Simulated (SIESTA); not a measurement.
MgB2 under changes of volume

One of the cells (9.679 Å³/atom); the others are scaled copies at fixed shape and fractional positions:

```xyz
3
Lattice="3.0850 0.0000 0.0000 -1.5425 2.6717 0.0000 0.0000 0.0000 3.5230" Properties=species:S:1:pos:R:3 pbc="T T T"
Mg    0.0000    0.0000    0.0000
B     1.5425    0.8906    1.7615
B     0.0000    1.7811    1.7615
```

| Property | Result |
| --- | --- |
| Program | SIESTA 5.4.2 |
| Functional | LDA |
| Potentials or basis | PseudoDojo 0.4 standard (LDA files) |
| Basis | DZP (energy shift 0.003 Ry; two zetas on semicore shells) |
| Grid cutoff | 800 Ry |
| Energy shift | 0.003 Ry |
| k mesh | 10 × 10 × 8 |
| Occupations | fermi-dirac, width 0.05 eV |
| Spin | no spin polarisation |

| volume (Å³/atom) | energy over the lowest point (meV/atom) | pressure (GPa) |
| --- | --- | --- |
| 9.098 | ? | ? |
| 9.292 | 3.27 | 4.4 |
| 9.485 | 0.00 | 1.0 |
| 9.679 | 0.64 | -2.1 |
| 9.873 | 4.91 | -5.0 |
| 10.066 | 12.56 | -7.7 |
| 10.260 | 23.31 | -10.1 |

What does the run at 9.098 Å³/atom give?

Energy over the lowest point 10.74 meV/atom; pressure 8.0 GPa.

Worked out: A Birch-Murnaghan fit of order 3 (a polynomial in V^(-2/3)) to the other rows has its minimum at 9.55 Å³/atom with B0 = V·E''(V) = 156 GPa and B' = 2.8 at fixed shape and positions, which overstates the stiffness. It gives 10.82 meV/atom at 9.098 Å³/atom, against the run's 10.74, and -dE/dV = 8.1 GPa, against 8.0.

Energies are extrapolated to zero smearing.

Caveats: the basis of atomic orbitals isn't converged, which shifts pressures, moduli and gaps.
